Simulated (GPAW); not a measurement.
Input of a GPAW 26.7.0 run:

Contents of run.py:

```python
from ase.dft.bandgap import bandgap
from ase.io import read, write
from ase.units import GPa
from gpaw import GPAW, PW

atoms = read('CuI.xyz')

calc = GPAW(mode=PW(600),
            xc='LDA',
            kpts={'size': (8, 8, 8), 'gamma': True},
            occupations={'name': 'methfessel-paxton', 'order': 0, 'width': 0.02},
            nbands=19,
            convergence={'density': 1e-05, 'energy': 1e-05},
            maxiter=150,
            txt='gpaw.txt')
atoms.calc = calc
energy = atoms.get_potential_energy()
forces = atoms.get_forces()
stress = atoms.get_stress()
calc.write('gs.gpw')
write('result.traj', atoms)
print(f'Energy: {energy:.6f} eV')
print('Forces (eV/A):')
print(forces.round(4))
print('Stress (GPa):', (stress / GPa).round(3))
print('Fermi level:', round(calc.get_fermi_level(), 4), 'eV')
print(f'Gap: {bandgap(calc)[0]:.4f} eV, direct: {bandgap(calc, direct=True)[0]:.4f} eV')
```

CuI.xyz

```xyz
2
Lattice="0.0000000000 3.0315000000 3.0315000000 3.0315000000 0.0000000000 3.0315000000 3.0315000000 3.0315000000 0.0000000000" Properties=species:S:1:pos:R:3 pbc="T T T"
I      0.0000000000      0.0000000000      0.0000000000
Cu     4.5472500000      4.5472500000      4.5472500000
```

Potentials or basis: the program's PAW data sets (release 1.2.1) made for this functional, pw.

Command:

```bash
$ OMP_NUM_THREADS=1 python run.py
```

**Question.** What does it give for the band gap on the k mesh?

**Answer.** 0.96 eV, direct.

**Question.** What does it give for the pressure?

**Answer.** -3.9 GPa.

Caveat: with this Cu data set, volumes or pressures lay over 1.5 % or 2 GPa off other programs in two to four cells of ten; spin-orbit coupling is left out, which moves the levels of the heavy elements. As with any semilocal functional, this LDA gap is likely too small.
